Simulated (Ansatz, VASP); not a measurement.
## Two plane-wave programs on Hf

INCAR

```
ALGO     = Normal         # electronic algorithm
EDIFF    = 1E-7           # SCF threshold, eV
EDIFFG   = -0.01          # ionic threshold
ENCUT    = 600            # plane-wave cutoff, eV
GGA      = PE             # functional
IBRION   = 2              # ionic algorithm
ISIF     = 3              # what is computed and relaxed
ISMEAR   = 0              # smearing method
LASPH    = True           # aspherical terms in the spheres
LCHARG   = False          # write CHGCAR
LREAL    = False          # projectors in reciprocal space
LWAVE    = False          # write WAVECAR
NELM     = 100            # most SCF steps
NSW      = 80             # ionic steps
PREC     = Accurate       # precision mode
SIGMA    = 0.1            # smearing width, eV
```

The input KPOINTS:

```
k-points
0
Gamma
  18 18 18
```

Contents of POSCAR:

```
Hf
1.0
   -1.7325072278      1.7325072278      1.7325072278
    1.7325072278     -1.7325072278      1.7325072278
    1.7325072278      1.7325072278     -1.7325072278
Hf
1
Direct
    0.0000000000      0.0000000000      0.0000000000
```

Input for Ansatz:

```yaml
crystal:
  lattice:
    - [-1.7325072278, 1.7325072278, 1.7325072278]
    - [1.7325072278, -1.7325072278, 1.7325072278]
    - [1.7325072278, 1.7325072278, -1.7325072278]
  atoms:
    - { symbol: Hf, position: [0.0, 0.0, 0.0] }
basis:
  ecutwfc: 420
kpoints:
  mp_grid: { grid: [18, 18, 18] }
hamiltonian:
  xc: pbe
scf:
  occupations: { method: gaussian, width: 0.1 }
output:
  forces: true
  stress: true
  eigenvalues: true
relax:
  adjacent_minimum: "off"
  f_tol: 0.01
  max_steps: 60
  cell: { stress_tol: 0.1 }
```

Alike in both runs: task relaxation of cell and atoms; functional PBE; k mesh 18 × 18 × 18; occupations gaussian, width 0.1 eV; no spin polarisation.

```csv
,VASP,Ansatz
version,VASP 6.6.1,Ansatz 0.2.0
potentials or method,"VASP PAW PBE potentials, release 64 (Hf_pv)","scalar-relativistic, plane waves, PAW"
plane-wave cutoff (eV),600,420
valence electrons in the cell,10,26
```

VASP gave:

```
gap on the k mesh at the Fermi level, each at its own relaxed structure (eV) : none
relaxed volume (Å³/atom)                                                     : 22.20
relaxed cell length with the largest relative difference (Å)                 : 3.067
energy change over the relaxation (meV/atom)                                 : -31
```

Question: Estimate Ansatz's values.

Answer: gap on the k mesh at the Fermi level, each at its own relaxed structure (eV): none; relaxed volume (Å³/atom): 22.29; relaxed cell length with the largest relative difference (Å): 3.071; energy change over the relaxation (meV/atom): -34.

A gap of «none» marks a metal or a gap that the smearing closes. The two sets of potentials don't hold the same shells in valence.

Spin-orbit coupling is left out, which matters for the levels of Hf. Zero-point motion and thermal expansion aren't in these numbers. PBE usually gives volumes a little too large and moduli too small.
